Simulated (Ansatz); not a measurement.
# Al3Ni2 (P-3m1) in Ansatz: further runs

Runs on Al3Ni2. Level: PBEsol. Tasks: single point.

Everything below comes from runs of Ansatz 0.2.0. Logs are shortened: lines on timing, memory, paths and dates and some standing lists are left out, and cuts for length are marked.

## 1. The structure

It takes space group P-3m1 (No. 164, trigonal). The conventional cell has a = 3.994 Å, b = 3.994 Å, c = 4.881 Å, α = 90.00°, β = 90.00°, γ = 120.00°. Ni (site symmetry 3m) is surrounded by 8 Al at 2.41 to 2.51 Å and 3 Ni at 2.71 Å. Al (site symmetry 3m) is surrounded by 5 Ni at 2.43 to 2.51 Å and 3 Al at 2.72 Å. Al (site symmetry -3m) has 6 Ni at 2.41 Å as nearest neighbours.

The cell comes from a database or a generator and needn't be the stable form of this composition.

## 2. Single point, PBEsol, collinear spin, ferromagnetic start

input.yaml reads:

```yaml
crystal:
  lattice:
    - [3.9941957288, 0.0, 0.0]
    - [-1.9970978644, 3.4590749688, 0.0]
    - [0.0, 0.0, 4.880862]
  atoms:
    - { symbol: Ni, position: [0.6666666667, 0.3333333333, 0.853428], spin: 0.75 }
    - { symbol: Ni, position: [0.3333333333, 0.6666666667, 0.146572], spin: 0.75 }
    - { symbol: Al, position: [0.6666666667, 0.3333333333, 0.351917] }
    - { symbol: Al, position: [0.3333333333, 0.6666666667, 0.648083] }
    - { symbol: Al, position: [0.0, 0.0, 0.0] }
hamiltonian:
  xc: pbesol
  pseudopotentials: { kind: paw }
magnetization:
  spin_polarized: true
  initial_magnetization: 1.5
  spin_locking: { lock_magnetization: hard }
kpoints:
  mp_grid: { grid: [7, 7, 5] }
scf:
  occupations: { method: fermi_dirac, width: 0.05 }
  lower_state_search: "off"
output:
  forces: true
  stress: true
  eigenvalues: true
```

Potentials or basis: Ansatz PAW.

On the command line:

```console
$ ansatz run input.yaml --threads 2 --pin off --max-ram 5632MiB --backend cpu --events-out ev --progress --plain --runs-dir out
```

Output:

```text
Warning: output.stress: scf.convergence.dr2_threshold = 1e-7 eV (the SCF's general default) is looser than the 5e-10 eV advised for a printed stress (1e-10 eV for each atom of the cell: 5). What an SCF threshold leaves in a stress goes as its square root, and in the free energy as the threshold itself, and one threshold admits the most on a small cell: of the crystals measured, under no hybrid functional and no lock of the moments, on runs that ended without the residual-converged pass, on stresses that held no estimate of that error, the worst erred by over 100 MPa in a component at 1e-7 eV an atom and by under 5 at 1e-10. Set scf.convergence.dr2_threshold to 5e-10 eV or tighter. The threshold is an SCF's pass mark: one that does not reach it within its budget of iterations ends unconverged, or closes short of it on a stop that the run arms, and scf.convergence.dr2_threshold's page says what that costs each kind of run
Warning: RAYON_NUM_THREADS=2 ignored (pool sized by the plan → 2); use --threads N
Engine: ansatz 0.2.0, x86_64-unknown-linux-gnu
Pseudopotentials: kind: paw
Pseudopotential: Ni, paw, valence charge 18, recommended cutoff 420 eV (normal), Ni.paw.azcp
Pseudopotential: Al, paw, valence charge 3, recommended cutoff 420 eV (normal), Al.paw.azcp
Functional definition: PBEsol
  exchange = pbesol_x
  correlation = pbesol_c
Crystal: 5 atoms, lattice volume = 67.435 Å³
Basis set: ecut = 420 eV, 1337 PW (Γ), exchange–correlation on 54×54×72 points (8 copies of the dense FFT grid, shifted against one another)
Bands: 29, of which v1, the nominal top of the filled ones, is band 23 counted from 1 (22 counted from 0)
Symmetry: 12 space group operations
Space group: P-3m1 (ITA 164), of the structure as read, at distance tolerance 4.1e-5 Å
Magnetic group: BNS 164.85 (UNI 1315), of the structure as read, at distance tolerance 4.1e-5 Å
k-points: 32 of 245
Non-local potential: Ni, projectors of the file, l = 0: 3, l = 1: 2, l = 2: 3, l = 3: 1
Non-local potential: Al, projectors of the file, l = 0: 2, l = 1: 2, l = 2: 1
PAW form: soft (Blöchl's): semilocal exchange-correlation on the pseudo side does not see the compensation charge
PAW frozen core: Ni, regenerated for the run's functional, and the local potential with it (the file was generated under x = pbe(κ = 0.804, μ = 0.2195149727645171), c = pbe(β = 0.06672455060314922))
PAW frozen core: Al, regenerated for the run's functional, and the local potential with it (the file was generated under x = pbe(κ = 0.804, μ = 0.2195149727645171), c = pbe(β = 0.06672455060314922))
PAW one-centre angular grid: Ni, 590 points (default); XC on 64 Gauss nodes
PAW one-centre angular grid: Al, 110 points (default); XC on 64 Gauss nodes
Initial density: superposition of atomic densities (chi_scale 0.1, normalization cell)
Starting moments: Σ|m| = 1.5 μB on 2 of 5 sites
Initial wavefunctions: pseudopotential atomic-orbital guess
Functional: x = pbesol(κ = 0.804, μ = 0.12345679012345678), c = pbesol(β = 0.046)
SCF iter   1: F=—  HF=-13187.612890 eV  |F-HF|=—  |Δ(HF+E_count)|=         —  Δρ=8.09e-2 (↑2.39e-2 ↓8.09e-2)  dr2=9.20e0  dr2_m=6.13e-1  M=1.500 μB ∫|m|=1.500 μB  β_m=0.30  ethr=3.10e-3  ⟨swp⟩=6.9  Hψ=8535  notcnv=0
preconditioner: auto → Kerker (q_TF=auto, 2.550 Å⁻¹)  [metal: Δε(μ)=0.040 eV  Ē_g=7.517 eV  σ=0.050 eV  W_gap=0.19  n_scr=20 (ndim 8)  ℏωp=24.4 eV  f_vac=0.000  D(μ)=2.14/eV (n_scr^D=20)]
spin=Collinear: Kerker preconditioning applied to the charge; magnetization (m = ρ↑ − ρ↓) channel mixes plain (no charge-response kernel on spin).
SCF iter   2: F=—  HF=-13186.831670 eV  |F-HF|=—  |Δ(HF+E_count)|=   7.81e-1  Δρ=3.51e-2 (↑3.51e-2 ↓1.92e-2)  dr2=1.73e0  dr2_m=1.31e-1  M=1.500 μB ∫|m|=1.500 μB  β_m=0.31  ethr=3.10e-3  ⟨swp⟩=2.8  Hψ=3663  notcnv=0  defer=84
SCF iter   3: F=—  HF=-13186.522434 eV  |F-HF|=—  |Δ(HF+E_count)|=   3.09e-1  Δρ=2.87e-2 (↑1.35e-2 ↓2.87e-2)  dr2=1.88e0  dr2_m=1.31e-1  M=1.500 μB ∫|m|=1.500 μB  β_m=0.28  ethr=3.10e-3  ⟨swp⟩=2.3  Hψ=3208  notcnv=0  defer=82
SCF iter   4: F=—  HF=-13186.093986 eV  |F-HF|=—  |Δ(HF+E_count)|=   4.28e-1  Δρ=1.29e-2 (↑1.29e-2 ↓9.42e-3)  dr2=2.83e-1  dr2_m=3.75e-3  M=1.500 μB ∫|m|=1.500 μB  β_m=0.72  ethr=3.10e-3  ⟨swp⟩=2.4  Hψ=2552  notcnv=0  defer=82
[... 16 lines left out ...]
Free energy (F): -13186.002562 eV
Harris-Foulkes:  -13186.002562 eV  (|F-HF|=3.82e-10)
Internal energy: -13185.982053 eV  (E = F + TS)
E sigma→0 (E₀):  -13185.992308 eV
Entropy (-TS):   -0.020509 eV (-4.102 meV/atom)
Fermi energy:    11.535966 (↑ 12.477521, ↓ 10.594412) eV
--- Per-component energies (eV) ---
  E_band       = -762.987701
  E_kinetic    = 645.381353
  E_local      = -10232.511124  (includes V_loc(G=0)·N_el)
  E_nonlocal   = 1302.415719
  E_hartree    = 4446.843484
  E_xc         = -291.252528
  E_vxc        = -311.511158  (∫ρ·V_xc dr)
  E_paw        = -4555.565616  (= ΣΔE_a)
  E_vpaw       = -1060.450117  (= ΣTr[D̂ρ^β])
  E_aug_tail   = 0.000999  (compensation charges beyond the density's cutoff)
  E_ewald      = -4501.746336
  E_core_change = 0.451995  (= ΣΔE_core)
  E_smearing   = -0.020509  (= −TS)
  E_closure    = 0.000000  (closes the sum)
  Σ components = -13186.002562   (vs F -13186.002562, Δ=0.00e0)
--- Forces (eV/Å), atoms counted from 1 ---
  atom   1  Ni    -0.00000000     0.00000000    -0.06130631
  atom   2  Ni     0.00000000    -0.00000000     0.06130631
  atom   3  Al     0.00000000    -0.00000000     0.06543152
  atom   4  Al     0.00000000     0.00000000    -0.06543152
  atom   5  Al    -0.00000000    -0.00000000     0.00000000
  max |Σ_I F_I| component: 1.85e-17 eV/Å
--- Stress (GPa, compression-positive) ---
        2.404094      -0.000000       0.000000
       -0.000000       2.404094      -0.000000
        0.000000      -0.000000       0.134177
  P = ⅓ Tr σ = 1.6475 GPa (16.475 kbar)
--- Band table (eV; the first three rows and the last of 64) ---
  k-point 0 ↑: bands = ["-92.0734", "-92.0682", "-52.6458", "-52.6309", "-52.6160", "-52.6160", "-52.5950", "-52.5950", "0.5674", "5.8568", "6.2658", "7.4977", "7.4977", "8.0300", "8.0300", "8.9383", "8.9383", "9.3477", "9.3506", "9.3506", "9.7759", "12.4249", "12.4249", "14.3138", "14.3138", "15.5699", "15.9031", "18.0528", "18.0528"]
  k-point 1 ↑: bands = ["-92.0734", "-92.0682", "-52.6458", "-52.6310", "-52.6160", "-52.6160", "-52.5950", "-52.5950", "0.8084", "4.4386", "7.0998", "7.4663", "7.4663", "7.9989", "7.9989", "9.0044", "9.0044", "9.1142", "9.3638", "9.3638", "11.0575", "12.6868", "12.6868", "14.4051", "14.4051", "15.5910", "15.9675", "16.6372", "16.6372"]
  k-point 2 ↑: bands = ["-92.0734", "-92.0682", "-52.6458", "-52.6311", "-52.6160", "-52.6160", "-52.5950", "-52.5950", "1.4699", "2.9671", "7.4200", "7.4200", "7.4554", "7.9478", "7.9478", "9.0522", "9.1697", "9.1697", "9.3194", "9.3194", "13.4358", "13.4358", "13.4719", "14.3658", "14.3658", "15.5023", "15.5023", "15.5178", "16.0387"]
  k-point 31 ↓: bands = ["-91.6529", "-91.6520", "-52.2320", "-52.2301", "-52.2126", "-52.1965", "-52.1927", "-52.1854", "4.5841", "5.6572", "5.9236", "6.2284", "7.0465", "7.4222", "8.5659", "8.7855", "8.8900", "9.3850", "9.5080", "9.5410", "9.8610", "10.0360", "10.2411", "11.4968", "16.5473", "17.3569", "17.8084", "18.0272", "18.6846"]
```

Wall time 2.9 s (2 threads of Intel Xeon 6975P-C (Granite Rapids), shared host); peak memory 0.42 GiB.

Results:

```
Free energy     : -13186.0026 eV
Pressure        : 1.6 GPa
Largest force   : 0.065 eV/Å
Net moment      : 1.50 μB per cell
Absolute moment : 1.50 μB per cell
Site moments    : Ni +0.39; Al +0.07 μB
```

Forces in eV/Å, atoms in the order of the input:
```
Ni   0.000  0.000 -0.061
Ni   0.000  0.000  0.061
Al   0.000  0.000  0.065
Al   0.000  0.000 -0.065
Al   0.000  0.000  0.000
```

Caveat: the total moment is fixed, so each spin has its own Fermi level; the PAW data sets come from PBE, with cores solved anew for the run's functional, which leaves a small shift of forces and pressure; the thresholds are loose for stress.

## 3. Single point, PBEsol, collinear spin, ferromagnetic start

Changes to input.yaml since step 2:

```diff
@@ -6,4 +6,4 @@
   atoms:
-    - { symbol: Ni, position: [0.6666666667, 0.3333333333, 0.853428], spin: 0.75 }
-    - { symbol: Ni, position: [0.3333333333, 0.6666666667, 0.146572], spin: 0.75 }
+    - { symbol: Ni, position: [0.6666666667, 0.3333333333, 0.853428], spin: 1.0 }
+    - { symbol: Ni, position: [0.3333333333, 0.6666666667, 0.146572], spin: 1.0 }
     - { symbol: Al, position: [0.6666666667, 0.3333333333, 0.351917] }
@@ -16,3 +16,3 @@
   spin_polarized: true
-  initial_magnetization: 1.5
+  initial_magnetization: 2.0
   spin_locking: { lock_magnetization: hard }
```

Potentials or basis: Ansatz PAW.

On the command line:

```console
$ ansatz run input.yaml --threads 2 --pin off --max-ram 5632MiB --backend cpu --events-out ev --progress --plain --runs-dir out
```

Wall time 2.5 s (2 threads of Intel Xeon 6975P-C (Granite Rapids), shared host); peak memory 0.43 GiB.

The run converged. Its results:

| Quantity | Value |
| --- | --- |
| Free energy | -13185.4888 eV |
| Pressure | 2.8 GPa |
| Largest force | 0.158 eV/Å |
| Net moment | 2.00 μB per cell |
| Absolute moment | 2.00 μB per cell |
| Site moments | Ni +0.51; Al +0.10 μB |

Forces in eV/Å, atoms in the order of the input:
```
Ni   0.000  0.000 -0.158
Ni   0.000  0.000  0.158
Al   0.000  0.000  0.037
Al   0.000  0.000 -0.037
Al   0.000  0.000  0.000
```

Stress tensor (GPa, compression positive):
```
3.70 0.00 0.00
0.00 3.70 0.00
0.00 0.00 1.10
```

Caveat: the total moment is fixed, so each spin has its own Fermi level; the PAW data sets come from PBE, with cores solved anew for the run's functional, which leaves a small shift of forces and pressure; the thresholds are loose for stress.

## 4. Single point, PBEsol, collinear spin, ferromagnetic start

Changes to input.yaml since step 3:

```diff
@@ -6,4 +6,4 @@
   atoms:
-    - { symbol: Ni, position: [0.6666666667, 0.3333333333, 0.853428], spin: 1.0 }
-    - { symbol: Ni, position: [0.3333333333, 0.6666666667, 0.146572], spin: 1.0 }
+    - { symbol: Ni, position: [0.6666666667, 0.3333333333, 0.853428], spin: 1.25 }
+    - { symbol: Ni, position: [0.3333333333, 0.6666666667, 0.146572], spin: 1.25 }
     - { symbol: Al, position: [0.6666666667, 0.3333333333, 0.351917] }
@@ -16,3 +16,3 @@
   spin_polarized: true
-  initial_magnetization: 2.0
+  initial_magnetization: 2.5
   spin_locking: { lock_magnetization: hard }
```

On the command line:

```console
$ ansatz run input.yaml --threads 2 --pin off --max-ram 5632MiB --backend cpu --events-out ev --progress --plain --runs-dir out
```

Wall time 2.4 s (2 threads of Intel Xeon 6975P-C (Granite Rapids), shared host); peak memory 0.43 GiB.

It converged, with:

```yaml
Free_energy: -13184.8485 eV
Pressure: 4.5 GPa
Largest_force: 0.207 eV/Å
Net_moment: 2.50 μB per cell
Absolute_moment: 2.50 μB per cell
Site_moments: Ni +0.62; Al +0.13, +0.12 μB
```

Forces on the atoms (eV/Å):
```
Ni   0.000  0.000 -0.207
Ni   0.000  0.000  0.207
Al   0.000  0.000  0.094
Al   0.000  0.000 -0.094
Al   0.000  0.000  0.000
```

Stress tensor (GPa, compression positive):
```
5.27 0.00 0.00
0.00 5.27 0.00
0.00 0.00 2.91
```

Caveat: the total moment is fixed, so each spin has its own Fermi level; the PAW data sets come from PBE, with cores solved anew for the run's functional, which leaves a small shift of forces and pressure; the thresholds are loose for stress.

## 5. Summary

| fixed moment (μB) | pressure (GPa) | moment (μB) | largest force (eV/Å) |
| --- | --- | --- | --- |
| 1.5 | 1.6 | 1.50 | 0.07 |
| 2.0 | 2.8 | 2.00 | 0.16 |
| 2.5 | 4.5 | 2.50 | 0.21 |

Alike in all rows: task single point; level PBEsol; potentials or basis Ansatz PAW; spin collinear, ferromagnetic start; cell as given; k mesh 7 × 7 × 5; cutoff (eV) 420; smearing fermi-dirac 0.05 eV.

Caveats: the total moment is fixed, so each spin has its own Fermi level; the PAW data sets come from PBE, with cores solved anew for the run's functional, which leaves a small shift of forces and pressure; the thresholds are loose for stress.

Total energies depend on the potentials used, so only differences within one code and one set of settings carry meaning.
